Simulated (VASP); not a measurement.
A run of VASP 6.6.1 is set up as follows.

The input INCAR:

```
PREC = Accurate ; ENCUT = 600
EDIFF = 1E-6 ; ISMEAR = 0
SIGMA = 0.1 ; LREAL = F
LASPH = T ; NELM = 100
ALGO = Normal ; ISIF = 3
LWAVE = F ; LCHARG = F
GGA = PE ; IBRION = 2
NSW = 90 ; EDIFFG = -0.04
```

The input KPOINTS:

```
regular mesh
0
Gamma
  6 6 4
```

File POSCAR:

```
Li
1.0
    1.7183423735     -5.4509350216      0.0000000000
    1.7183423735      5.4509350216      0.0000000000
    0.0000000000      0.0000000000      4.5476372181
Li
4
Direct
    0.0980000000      0.9020000000      0.9100000000
    0.5980000000      0.4020000000      0.5900000000
    0.9020000000      0.0980000000      0.0900000000
    0.4020000000      0.5980000000      0.4100000000
```

Potentials or basis: VASP PAW PBE potentials, release 64 (Li_sv).

Run with:

```console
$ cat potpaw_PBE.64/Li_sv/POTCAR > POTCAR
$ mpirun -np 1 vasp_std > vasp.out
```

Estimate the relaxed volume.

20.14 Å³/atom.

What does it give for the relaxed cell?

a = 5.464 Å, b = 5.464 Å, c = 4.875 Å, α = 90.00°, β = 90.00°, γ = 146.40°.

Final structure:
```yaml
crystal:
  lattice:
    - [1.57952, -5.23124, 0.00000]
    - [1.57952, 5.23124, 0.00000]
    - [0.00000, 0.00000, 4.87472]
  atoms:
    - { symbol: Li, position: [0.13172, 0.86827, 0.99906] }
    - { symbol: Li, position: [0.63172, 0.36827, 0.50094] }
    - { symbol: Li, position: [0.86827, 0.13172, 0.00094] }
    - { symbol: Li, position: [0.36827, 0.63172, 0.49906] }
```

Caveat: the cutoff is under 1.25 times the usual one of these potentials, so pressure, stress and relaxed cells hold a basis-set (Pulay) error.
